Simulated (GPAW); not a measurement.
**Cu: optical spectrum with AM05**

The system is Cu.

```
Cu
1.0
     0.00000    1.80750    1.80750
     1.80750    0.00000    1.80750
     1.80750    1.80750    0.00000
Cu
1
Direct
  0.00000 0.00000 0.00000
```

```
Program             : GPAW 26.7.0
Task                : optical spectrum
Functional          : AM05
Potentials or basis : PAW data sets generated in the run's folder for this functional
Cutoff              : 500 eV
Basis               : pw
k mesh              : 10 × 10 × 10
Occupations         : fermi-dirac, width 0.05 eV
Spin                : no spin polarisation
Eta                 : 0.1 eV
Response ecut       : 50 eV
Scissors            : 0 eV
Kernel              : RPA
Maxiter             : 150
Response k mesh     : 32 × 32 × 32
Domega0             : 0.05 eV
Omega2              : 10 eV
Response bands      : 16
Directions          : ["x"]
Intraband           : yes
```

| Property | Result |
| --- | --- |
| Band gap on the k mesh | none (metal or under the smearing width) |

Dielectric function (mean over the directions given):
| energy (eV) | real part | imaginary part |
| --- | --- | --- |
| 0.67 | -147.53 | 47.82 |
| 1.26 | -36.02 | 7.81 |
| 1.89 | -10.61 | 8.58 |
| 2.54 | -5.62 | 7.18 |
| 3.17 | -2.82 | 6.74 |
| 3.76 | -1.47 | 5.64 |
| 4.44 | -0.86 | 5.97 |
| 5.01 | -2.63 | 6.35 |
| 5.68 | -2.49 | 4.13 |
| 6.31 | -1.65 | 3.35 |
| 6.87 | -0.84 | 2.88 |
| 7.55 | -0.87 | 2.66 |
| 8.16 | -0.93 | 2.38 |
| 8.80 | -0.61 | 2.22 |
| 9.47 | -0.56 | 1.79 |
| 10.16 | -0.28 | 1.55 |
| 10.78 | -0.01 | 1.51 |
| 11.41 | 0.00 | 1.42 |
| 12.08 | 0.21 | 1.50 |
| 12.65 | 0.18 | 1.44 |
| 13.36 | 0.17 | 1.40 |
| 13.97 | 0.13 | 1.33 |
| 14.61 | 0.10 | 1.38 |
| 15.26 | 0.02 | 1.27 |
| 15.94 | -0.01 | 1.09 |
| 16.64 | 0.06 | 1.01 |
| 17.36 | 0.11 | 0.87 |
| 18.12 | 0.09 | 0.76 |
| 18.90 | 0.16 | 0.67 |
| 19.87 | 0.25 | 0.55 |

Run time: 120 s on 1 thread of Arm Neoverse V1, on a shared host, peak memory 0.42 GiB.

Caveat: the intraband term hangs on this k mesh; the long-wavelength limit can be off by several per cent where d states take part; independent-particle spectra lack excitons.
